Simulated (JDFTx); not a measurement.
Runs of JDFTx 1.7.0 (patched build) on Sr. Symmetry: Fm-3m, No. 225, cubic system. The conventional cell has a = 6.085 Å, b = 6.085 Å, c = 6.085 Å, α = 90.00°, β = 90.00°, γ = 90.00°. Sr (site symmetry m-3m) has 12 Sr at 4.30 Å as nearest neighbours. 

| level | gap on the mesh (eV) | pressure (GPa) | relaxed volume (Å³/atom) |
| --- | --- | --- | --- |
| r2SCAN | none | 0.0 | 57.62 |
| PBE | none | 0.0 | 55.77 |
| revPBE | none | 0.0 | (b) |
| AM05 | none | 0.0 | 54.37 |
| RPBE | none | 0.0 | (a) |
| TPSS | none | 0.0 | 56.36 |
| SCAN | none | 0.0 | 57.11 |

Alike in all rows: task relaxation of cell and atoms; potentials or basis SG15-PBE-1.2 with smoothed tails; no spin polarisation; cell relaxed; k mesh 4 × 4 × 4; cutoff (eV) 1088; smearing fermi-dirac 0.05 eV; the mesh is coarse, so values aren't converged.

Estimate the missing entries.

(a) 59.25; (b) 58.49.

Caveats: all runs use coarse meshes; the potentials were made for another functional, which shifts forces and pressure (some runs).

A k mesh can miss the band edges, and the runs leave out spin-orbit coupling on Sr.

A gap of «none» marks a metal or a gap under the smearing width.
